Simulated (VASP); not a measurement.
# InAs (F-43m) in VASP: further runs

One crystal, InAs, is run at these levels: PBE; tasks: relaxation of cell and atoms.

Everything below comes from runs of VASP 6.6.1. Logs are shortened: lines on timing, memory, paths and dates and some standing lists are left out, and cuts for length are marked.

## Step 1: Starting point

Symmetry: F-43m, No. 216, cubic system. The conventional cell has a = 6.036 Å, b = 6.036 Å, c = 6.036 Å, α = 90.00°, β = 90.00°, γ = 90.00°. In (site symmetry -43m) has 4 As at 2.61 Å as nearest neighbours. As (site symmetry -43m) has 4 In at 2.61 Å as nearest neighbours.

## Step 2: Relaxation of cell and atoms, PBE

Contents of INCAR:

```
SYSTEM = InAs
  PREC = Accurate
  ENCUT = 350
  EDIFF = 1E-7
  ISMEAR = 0
  SIGMA = 0.02
  LREAL = .FALSE.
  LASPH = .TRUE.
  NELM = 80
  ALGO = Normal
  ISIF = 3
  LWAVE = .FALSE.
  LCHARG = .FALSE.
  GGA = PE
  IBRION = 2
  NSW = 80
  EDIFFG = -0.002
```

Contents of KPOINTS:

```
Automatic mesh
0
G
  10 10 10
  0 0 0
```

Contents of POSCAR:

```
InAs
1.0
    0.0000000000      3.0180000000      3.0180000000
    3.0180000000      0.0000000000      3.0180000000
    3.0180000000      3.0180000000      0.0000000000
In As
1 1
Direct
    0.0000000000      0.0000000000      0.0000000000
    0.2500000000      0.2500000000      0.2500000000
```

Potentials or basis: VASP PAW PBE potentials, release 64 (In_d, As).

Command:

```bash
> cat potpaw_PBE.64/In_d/POTCAR potpaw_PBE.64/As/POTCAR > POTCAR
> mpirun -np 1 vasp_std > vasp.out
```

OUTCAR:

```text
SYSTEM = InAs
   PREC = Accurate
   ENCUT = 350
   EDIFF = 1E-7
   ISMEAR = 0
   LREAL = .FALSE.
   LASPH = .TRUE.
   NELM = 80
   ISIF = 3
   GGA = PE
   IBRION = 2
   NSW = 80
   EDIFFG = -0.002

 ion  position               nearest neighbor table
   1  0.000  0.000  0.000-   2 2.61   2 2.61   2 2.61   2 2.61
   2  0.250  0.250  0.250-   1 2.61   1 2.61   1 2.61   1 2.61

  LATTYP: Found a face centered cubic cell.
 ALAT       =     6.0360000000

  Lattice vectors:

 A1 = (   0.0000000000,   3.0180000000,   3.0180000000)
 A2 = (   3.0180000000,   0.0000000000,   3.0180000000)
 A3 = (   3.0180000000,   3.0180000000,   0.0000000000)

Analysis of symmetry for initial positions (statically):
=====================================================================
 Subroutine PRICEL returns:
 Original cell was already a primitive cell.

 Routine SETGRP: Setting up the symmetry group for a
 face centered cubic supercell.

 Subroutine GETGRP returns: Found 24 space group operations
 (whereof 24 operations were pure point group operations)
 out of a pool of 48 trial point group operations.

The static configuration has the point symmetry T_d .

Analysis of symmetry for dynamics (positions and initial velocities):
=====================================================================
 Subroutine PRICEL returns:
 Original cell was already a primitive cell.

 Routine SETGRP: Setting up the symmetry group for a
 face centered cubic supercell.

 Subroutine GETGRP returns: Found 24 space group operations
 (whereof 24 operations were pure point group operations)
 out of a pool of 48 trial point group operations.

The dynamic configuration has the point symmetry T_d .

 Subroutine INISYM returns: Found 24 space group operations
 (whereof 24 operations are pure point group operations),
 and found     1 'primitive' translations

----------------------------------------------------------------------------------------

                                     Primitive cell

  volume of cell :      54.9778

  direct lattice vectors                    reciprocal lattice vectors
     0.000000000  3.018000000  3.018000000    -0.165672631  0.165672631  0.165672631
     3.018000000  0.000000000  3.018000000     0.165672631 -0.165672631  0.165672631
     3.018000000  3.018000000  0.000000000     0.165672631  0.165672631 -0.165672631

  length of vectors
     4.268096531  4.268096531  4.268096531     0.286953414  0.286953414  0.286953414

  position of ions in fractional coordinates (direct lattice)
     0.000000000  0.000000000  0.000000000
     0.250000000  0.250000000  0.250000000

  ion indices of the primitive-cell ions
   primitive index   ion index
                 1           1
                 2           2

----------------------------------------------------------------------------------------
[... 71 lines left out ...]
   LREAL  =      F    real-space projection
   EDIFFG = -.2E-02   stopping-criterion for IOM
   NSW    =     80    number of steps for IOM
   IBRION =      2    ionic relax: 0-MD 1-quasi-New 2-CG
   NFREE  =      1    steps in history (QN), initial steepest desc. (CG)
   ISIF   =      3    stress and relaxation
   ISYM   =      2    0-nonsym 1-usesym 2-fastsym
   POTIM  = 0.5000    time-step for ionic-motion
   TEBEG  =    0.0;   TEEND  =   0.0 temperature during run
   PSTRESS=    0.0 pullay stress
   NELECT =      18.0000    total number of electrons
   NUPDOWN=      -1.0000    fix difference up-down
   EMIN   =  10.00;   EMAX   =-10.00  energy-range for DOS
   EFERMI =   0.00;   METHOD = LEGACY
   ISMEAR =     0;   SIGMA  =   0.02  broadening in eV -4-tet -1-fermi 0-gaus
   EFERMI_NEDOS =   21; number of points for ismear=-14 and -15
   IALGO  =     38    algorithm
   IMIX   =      4    mixing-type and parameters
     AMIX     =   0.40;   BMIX     =  1.00
     AMIX_MAG =   1.60;   BMIX_MAG =  1.00
  volume/ion in A,a.u.               =      27.49       185.50
  Fermi-wavevector in a.u.,A,eV,Ry     =   1.128331  2.132236 17.321990  1.273130
  Thomas-Fermi vector in A             =   2.265020
   LORBIT       =      0    0 simple, 1 ext, 2 COOP (PROOUT), +10 PAW based schemes
   GGA     = PE    functional components
   LHFCALC =     F    Hartree Fock is set to
   AEXX    =    0.0000 exact exchange contribution
   IVDW    =     0    specifies the selected vdW correction
   LEPSILON=     F    determine dielectric tensor
   LRPA    =     F    only Hartree local field effects (RPA)
 conjugate gradient relaxation of ions
 non-spin polarized calculation
 Gauss-broadening in eV      SIGMA  =   0.02
  energy-cutoff  :      350.00
  volume of cell :       54.98
 maximum number of plane-waves:       869
 NGX is ok and might be reduce to    28
   NGX = 13   NGY = 13   NGZ = 13

--------------------------------------- Ionic step        1  -------------------------------------------

 number of electron      18.0000016 magnetization

 Free energy of the ion-electron system (eV)
  ---------------------------------------------------
  ext. energy  EPLUGINS =         0.00000000
  ---------------------------------------------------
  free energy    TOTEN  =        -7.66250631 eV

  energy without entropy =       -7.66247546  energy(sigma->0) =       -7.66249089

 E-fermi :   4.5693     XC(G=0):  -9.1171

 val. band max:        4.5632224420   @ k =   0.0000   0.0000   0.0000
 cond. band min:       5.5301318044   @ k =   0.1000   0.0000   0.0000
 fundamental gap:      0.9669093624
 Fermi energy:         4.5693135632

 k-point     1 :       0.0000    0.0000    0.0000
  band No.  band energies     occupation
      1      -9.8337      2.00000
      2      -9.8337      2.00000
      3      -9.8337      2.00000
      4      -9.7054      2.00000
      5      -9.7054      2.00000
      6      -7.3341      2.00000
      7       4.3951      2.00000
      8       4.5632      1.33334
      9       4.5632      1.33334
     10       4.5632      1.33332
     11       8.4729      0.00000
     12       8.4729      0.00000
     13       8.4729      0.00000
[... 439 lines left out ...]
--------------------------------------- Ionic step        3  -------------------------------------------

 number of electron      17.9999990 magnetization

 Free energy of the ion-electron system (eV)
  ---------------------------------------------------
  ext. energy  EPLUGINS =         0.00000000
  ---------------------------------------------------
  free energy    TOTEN  =        -7.70997520 eV

  energy without entropy =       -7.70994434  energy(sigma->0) =       -7.70995977

 E-fermi :   3.8909     XC(G=0):  -8.8160

 val. band max:        3.8848328216   @ k =   0.0000   0.0000   0.0000
 cond. band min:       4.6427035432   @ k =   0.1000   0.0000   0.0000
 fundamental gap:      0.7578707216
 Fermi energy:         3.8909238443

 k-point     1 :       0.0000    0.0000    0.0000
  band No.  band energies     occupation
      1     -10.3805      2.00000
      2     -10.3805      2.00000
      3     -10.3805      2.00000
      4     -10.2789      2.00000
      5     -10.2789      2.00000
      6      -7.5843      2.00000
      7       3.3641      2.00000
      8       3.8848      1.33334
      9       3.8848      1.33334
     10       3.8848      1.33331
     11       7.7597      0.00000
     12       7.7597      0.00000
     13       7.7597      0.00000
[... 397 lines left out ...]
  FREE ENERGIE OF THE ION-ELECTRON SYSTEM (eV)
  ---------------------------------------------------
  free  energy   TOTEN  =        -7.7099751954 eV

  energy  without entropy=       -7.7099443429  energy(sigma->0) =       -7.70995977

 reached required accuracy - stopping structural energy minimisation
```

OSZICAR:

```text
N       E                     dE             d eps       ncg     rms          rms(c)
DAV:   1     0.103292264380E+03    0.10329E+03   -0.69667E+03  1232   0.116E+03
DAV:   2    -0.923699709938E+00   -0.10422E+03   -0.10102E+03  1282   0.284E+02
DAV:   3    -0.777446273949E+01   -0.68508E+01   -0.68163E+01  1587   0.823E+01
[... 31 lines left out ...]
DAV:   5    -0.770996979674E+01    0.26800E-03   -0.37892E-04  1471   0.211E-01    0.125E-01
DAV:   6    -0.770998360226E+01   -0.13806E-04   -0.13446E-04  1875   0.152E-01    0.367E-02
DAV:   7    -0.770997473749E+01    0.88648E-05   -0.18116E-05  1525   0.726E-02    0.533E-03
DAV:   8    -0.770997501754E+01   -0.28005E-06   -0.16027E-06  1535   0.253E-02    0.141E-03
DAV:   9    -0.770997519794E+01   -0.18040E-06   -0.74594E-08   926   0.243E-03    0.421E-04
DAV:  10    -0.770997519541E+01    0.25323E-08   -0.63290E-08  1067   0.346E-03
   3 F= -.77099752E+01 E0= -.77099598E+01  d E =-.474689E-01
```

Wall time 26 s (1 thread of Intel Xeon 6975P-C (Granite Rapids), shared host); peak memory 0.17 GiB.

Results:

```yaml
Free_energy: -7.7100 eV
Relaxed_volume: 29.46 Å³/atom
Relaxed_cell: a = 4.368 Å, b = 4.368 Å, c = 4.368 Å, α = 60.00°, β = 60.00°, γ = 60.00°
Space_group_after_relaxing_to_0.05_Å: F-43m (No. 216)
Energy_gained_by_relaxing: 23.7 meV/atom
Ionic_steps: 3
Pressure_after_relaxing: 0.0 GPa
Band_gap_on_the_k_mesh: none (metal or under the smearing width)
```

Step by step:
```
step  energy change (eV)  largest force (eV/Å)  pressure (GPa)  volume (Å³)
   1              0.0000                0.0000            4.12        54.98
   2             -0.0388                0.0000           -1.46        60.80
   3             -0.0475                0.0000            0.01        58.92
```

Final structure:
```
In As
1.0
     0.00000    3.08850    3.08850
     3.08850    0.00000    3.08850
     3.08850    3.08850    0.00000
In As
1 1
Direct
  0.00000 0.00000 0.00000
  0.25000 0.25000 0.25000
```

Caveat: this crystal is a semiconductor, whose small gap the functional closes, so the metal is an error of the method.

## Step 3: Relaxation of cell and atoms, PBE

This run uses another cell than the first one, of 29.46 Å³/atom, 1.072 times its volume.

INCAR is that of step 2.

KPOINTS is that of step 2.

Contents of POSCAR:

```
InAs                                    
1.0
   -0.0000000000      3.0884978144      3.0884978144
    3.0884978144      0.0000000000      3.0884978144
    3.0884978144      3.0884978144      0.0000000000
  In              As            
     1     1
Direct
     0.0000000000000000    0.0000000000000000    0.0000000000000000
     0.2500000000000000    0.2500000000000000    0.2500000000000000
```

Potentials or basis: VASP PAW PBE potentials, release 64 (In_d, As).

Command:

```bash
> cat potpaw_PBE.64/In_d/POTCAR potpaw_PBE.64/As/POTCAR > POTCAR
> mpirun -np 1 vasp_std > vasp.out
```

OUTCAR:

```text
SYSTEM = InAs
   PREC = Accurate
   ENCUT = 350
   EDIFF = 1E-7
   ISMEAR = 0
   LREAL = .FALSE.
   LASPH = .TRUE.
   NELM = 80
   ISIF = 3
   GGA = PE
   IBRION = 2
   NSW = 80
   EDIFFG = -0.002

 ion  position               nearest neighbor table
   1  0.000  0.000  0.000-   2 2.67   2 2.67   2 2.67   2 2.67
   2  0.250  0.250  0.250-   1 2.67   1 2.67   1 2.67   1 2.67

  LATTYP: Found a face centered cubic cell.
 ALAT       =     6.1769956288

  Lattice vectors:

 A1 = (   0.0000000000,   3.0884978144,   3.0884978144)
 A2 = (   3.0884978144,   0.0000000000,   3.0884978144)
 A3 = (   3.0884978144,   3.0884978144,   0.0000000000)

Analysis of symmetry for initial positions (statically):
=====================================================================
 Subroutine PRICEL returns:
 Original cell was already a primitive cell.

 Routine SETGRP: Setting up the symmetry group for a
 face centered cubic supercell.

 Subroutine GETGRP returns: Found 24 space group operations
 (whereof 24 operations were pure point group operations)
 out of a pool of 48 trial point group operations.

The static configuration has the point symmetry T_d .

Analysis of symmetry for dynamics (positions and initial velocities):
=====================================================================
 Subroutine PRICEL returns:
 Original cell was already a primitive cell.

 Routine SETGRP: Setting up the symmetry group for a
 face centered cubic supercell.

 Subroutine GETGRP returns: Found 24 space group operations
 (whereof 24 operations were pure point group operations)
 out of a pool of 48 trial point group operations.

The dynamic configuration has the point symmetry T_d .

 Subroutine INISYM returns: Found 24 space group operations
 (whereof 24 operations are pure point group operations),
 and found     1 'primitive' translations

[... 134 lines left out ...]

 number of electron      17.9999990 magnetization

 Free energy of the ion-electron system (eV)
  ---------------------------------------------------
  ext. energy  EPLUGINS =         0.00000000
  ---------------------------------------------------
  free energy    TOTEN  =        -7.71688432 eV

  energy without entropy =       -7.71685347  energy(sigma->0) =       -7.71686889

------------------------ aborting loop because EDIFF is reached ----------------------------------------

  FORCE on cell =-STRESS in cart. coord.  units (eV):
  Direction    XX          YY          ZZ          XY          YZ          ZX
  --------------------------------------------------------------------------------------
  -------------------------------------------------------------------------------------
  Total        0.0228272      0.0228272      0.0228272      0.0000000      0.0000000      0.0000000
  in kB        0.6207143      0.6207143      0.6207143      0.0000000      0.0000000      0.0000000
  external PRESSURE =       0.6207143 kB  Pullay stress =       0.0000000 kB
[... 59 lines left out ...]
--------------------------------------- Ionic step        3  -------------------------------------------

 number of electron      17.9999990 magnetization

 Free energy of the ion-electron system (eV)
  ---------------------------------------------------
  ext. energy  EPLUGINS =         0.00000000
  ---------------------------------------------------
  free energy    TOTEN  =        -7.71689694 eV

  energy without entropy =       -7.71686608  energy(sigma->0) =       -7.71688151

 E-fermi :   3.8801     XC(G=0):  -8.8110

 val. band max:        3.8739734768   @ k =   0.0000   0.0000   0.0000
 cond. band min:       4.6288775498   @ k =   0.1000   0.0000   0.0000
 fundamental gap:      0.7549040730
 Fermi energy:         3.8800644828

 k-point     1 :       0.0000    0.0000    0.0000
  band No.  band energies     occupation
      1     -10.3931      2.00000
      2     -10.3931      2.00000
      3     -10.3931      2.00000
      4     -10.2917      2.00000
      5     -10.2917      2.00000
      6      -7.5882      2.00000
      7       3.3479      2.00000
      8       3.8740      1.33334
      9       3.8740      1.33334
     10       3.8740      1.33331
     11       7.7485      0.00000
     12       7.7485      0.00000
     13       7.7485      0.00000
[... 354 lines left out ...]
  band No.  band energies     occupation
      1     -10.5088      2.00000
      2     -10.3452      2.00000
      3     -10.3433      2.00000
      4     -10.3116      2.00000
      5     -10.2778      2.00000
      6      -6.3060      2.00000
      7      -0.9337      2.00000
      8       1.8778      2.00000
      9       2.1203      2.00000
     10       5.9552      0.00000
     11       6.5763      0.00000
     12      10.3047      0.00000
     13      11.0009      0.00000

 [... further k-points ...]

------------------------ aborting loop because EDIFF is reached ----------------------------------------

  FORCE on cell =-STRESS in cart. coord.  units (eV):
  Direction    XX          YY          ZZ          XY          YZ          ZX
  --------------------------------------------------------------------------------------
  -------------------------------------------------------------------------------------
  Total        0.0016037      0.0016037      0.0016037     -0.0000000      0.0000000      0.0000000
  in kB        0.0435574      0.0435574      0.0435574     -0.0000000      0.0000000      0.0000000
  external PRESSURE =       0.0435574 kB  Pullay stress =       0.0000000 kB
[... 17 lines left out ...]
  FREE ENERGIE OF THE ION-ELECTRON SYSTEM (eV)
  ---------------------------------------------------
  free  energy   TOTEN  =        -7.7168969353 eV

  energy  without entropy=       -7.7168660828  energy(sigma->0) =       -7.71688151

 reached required accuracy - stopping structural energy minimisation
```

CONTCAR:

```text
InAs
   1.00000000000000
     0.0000000000000000    3.0896795621118036    3.0896795621118036
     3.0896795621118036    0.0000000000000000    3.0896795621118036
     3.0896795621118036    3.0896795621118036    0.0000000000000000
  In              As
     1     1
Direct
     0.0000000000000000    0.0000000000000000    0.0000000000000000
     0.2500000000000000    0.2500000000000000    0.2500000000000000

  0.00000000E+00  0.00000000E+00  0.00000000E+00
  0.00000000E+00  0.00000000E+00  0.00000000E+00
```

Wall time 22 s (1 thread of Intel Xeon 6975P-C (Granite Rapids), shared host); peak memory 0.16 GiB.

What came out:

```yaml
Free_energy: -7.7169 eV
Relaxed_volume: 29.49 Å³/atom
Relaxed_cell: a = 4.369 Å, b = 4.369 Å, c = 4.369 Å, α = 60.00°, β = 60.00°, γ = 60.00°
Space_group_after_relaxing_to_0.05_Å: F-43m (No. 216)
Energy_gained_by_relaxing: 0.0 meV/atom
Ionic_steps: 3
Pressure_after_relaxing: 0.0 GPa
Band_gap_on_the_k_mesh: none (metal or under the smearing width)
```

Final structure:
```
In As
1.0
     0.00000    3.08968    3.08968
     3.08968    0.00000    3.08968
     3.08968    3.08968    0.00000
In As
1 1
Cartesian
  0.0000 0.0000 0.0000
  1.5448 1.5448 1.5448
```

Levels at points of the mesh, in eV from the Fermi level:
| k point | band 5 | band 6 | band 7 | band 8 | band 9 | band 10 | band 11 | band 12 | band 13 |
| --- | --- | --- | --- | --- | --- | --- | --- | --- | --- |
| (0.00, 0.00, 0.00) | -14.17 | -11.47 | -0.53 | -0.01 | -0.01 | -0.01 | 3.87 | 3.87 | 3.87 |
| (0.50, 0.00, 0.00) | -14.17 | -10.19 | -5.46 | -0.90 | -0.90 | 0.81 | 4.63 | 4.63 | 6.75 |
| (0.50, 0.50, 0.00) | -14.15 | -9.72 | -5.58 | -2.12 | -2.12 | 1.64 | 2.04 | 8.77 | 8.82 |

Caveat: this crystal is a semiconductor, whose small gap the functional closes, so the metal is an error of the method.
